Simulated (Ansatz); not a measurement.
Runs of Ansatz 0.2.0 on Ti. It takes space group P6/mmm (No. 191, hexagonal). The conventional cell has a = 4.567 Å, b = 4.567 Å, c = 2.826 Å, α = 90.00°, β = 90.00°, γ = 120.00°. Ti (site symmetry -6m2) is surrounded by 11 Ti at 2.64 to 2.99 Å. Ti (site symmetry 6/mmm) has 14 Ti at 2.83 to 2.99 Å as nearest neighbours. This isn't the form of Ti at room conditions, which is hcp.

```tsv
task	level	cell	k mesh	cutoff (eV)	points for each segment of the path	gap on the mesh (eV)	pressure (GPa)	relaxed volume (Å³/atom)
band structure	PBEsol	as given	7 × 7 × 9	420	14	none	(a)	-
phonons	PBEsol	as given	5 × 5 × 7	420	-	none	-	-
phonons	PBEsol	as given	6 × 6 × 8	420	-	none	-	-
relaxation of cell and atoms	BLYP	relaxed	7 × 7 × 9	420	-	none	0.0	17.54
relaxation of cell and atoms	BLYP+D4	relaxed	7 × 7 × 9	420	-	none	0.0	16.97
band structure	r2SCAN	as given	7 × 7 × 9	500	14	none	(b)	-
band structure	BLYP	as given	7 × 7 × 9	420	14	none	3.4	-
```

Alike in all rows: potentials or basis Ansatz PAW; no spin polarisation; smearing fermi-dirac 0.05 eV.

Question: Estimate the missing entries.

Answer: (a) -3.7; (b) -0.1.

Caveats: the PAW data sets come from PBE, with cores solved anew for the run's functional, which leaves a small shift of forces and pressure; the potentials were made for another functional, which shifts forces and pressure (some runs); the plane-wave basis is chosen anew once the cell has moved, so the energies of steps on either side of that aren't comparable (some runs); pairwise dispersion overbinds metals, which lowers pressure and volume (some runs).

A k mesh can miss the band edges.

A gap of «none» marks a metal or a gap under the smearing width.

Not every run made on this cell is shown here.
